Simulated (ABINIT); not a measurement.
Write the native input for ABINIT 10.8.3 (patched build) that does the following.

| Item | Value |
| --- | --- |
| Task | band structure |
| Functional | r2SCAN |
| Potentials or basis | JTH PAW PBE v2.0 sp |
| Cutoff | 490 eV |
| k mesh | 7 × 7 × 7 |
| Occupations | fermi-dirac, width 0.05 eV |
| Spin | no spin polarisation |
| Fine-grid cutoff | 979.61 eV |

The system is Sn.

```xyz
2
Lattice="0.0000 3.2333 3.2333 3.2333 0.0000 3.2333 3.2333 3.2333 0.0000" Properties=species:S:1:pos:R:3 pbc="T T T"
Sn    4.8500    4.8500    4.8500
Sn    3.2333    3.2333    3.2333
```

This isn't the form of Sn at room conditions, which is tetragonal (white tin).

These files were run (other wordings do the same):

run.abi

```
# Datasets: ground state, then fixed potential
ndtset 2

# Pseudopotentials
pp_dirpath "./"
pseudos "Sn.GGA_PBE-JTH_sp.xml"

# Structure
acell 4.5726372396 4.5726372396 4.5726372396 Angstrom
rprim
     0.0000000000     0.7071067812     0.7071067812
     0.7071067812     0.0000000000     0.7071067812
     0.7071067812     0.7071067812     0.0000000000
ntypat 1
znucl 50
natom 2
typat 1 1
xred
     0.7500000000     0.7500000000     0.7500000000
     0.5000000000     0.5000000000     0.5000000000

# Plane-wave basis
ecut 18.0
pawecutdg 36.0

# Exchange and correlation
ixc -497498
usekden 1
pawxcdev 0

# Bands and occupations
occopt 3
tsmear 0.05 eV

# SCF cycle
nstep 100

# Output
iomode 3
prtwf 0
prteig 0
prtebands 0
enunit 2
prtden1 1
prtkden1 1

# Dataset 1
kptopt1 1
ngkpt1 7 7 7
nshiftk1 1
shiftk1 0.0 0.0 0.0
nband1 8
tolvrs1 1.0e-7

# Dataset 2: bands along G-X-W-K-G-L-U-W-L-K
iscf2 -2
getden2 1
getkden2 1
nband2 12
nbdbuf2 2
tolwfr2 1.0e-12
kptopt2 -9
ndivsm2 8
prteig2 1
kptbounds2
     0.0000000000     0.0000000000     0.0000000000
     0.5000000000     0.0000000000     0.5000000000
     0.5000000000     0.2500000000     0.7500000000
     0.3750000000     0.3750000000     0.7500000000
     0.0000000000     0.0000000000     0.0000000000
     0.5000000000     0.5000000000     0.5000000000
     0.6250000000     0.2500000000     0.6250000000
     0.5000000000     0.2500000000     0.7500000000
     0.5000000000     0.5000000000     0.5000000000
     0.3750000000     0.3750000000     0.7500000000
```

Potentials or basis: JTH PAW PBE v2.0 sp.

Run with:

```bash
$ abinit run.abi > log 2>&1
```

It gave:

```
Band gap on the k mesh : none (metal or under the smearing width)
```

Caveat: spin-orbit coupling is left out, which moves the levels of the heavy elements; this set keeps more shells in the core, which shifts pressures and gaps; the atomic spheres overlap.

Wall time 3.2 min on 1 thread of Arm Neoverse V1 (shared host), peak memory 0.17 GiB.
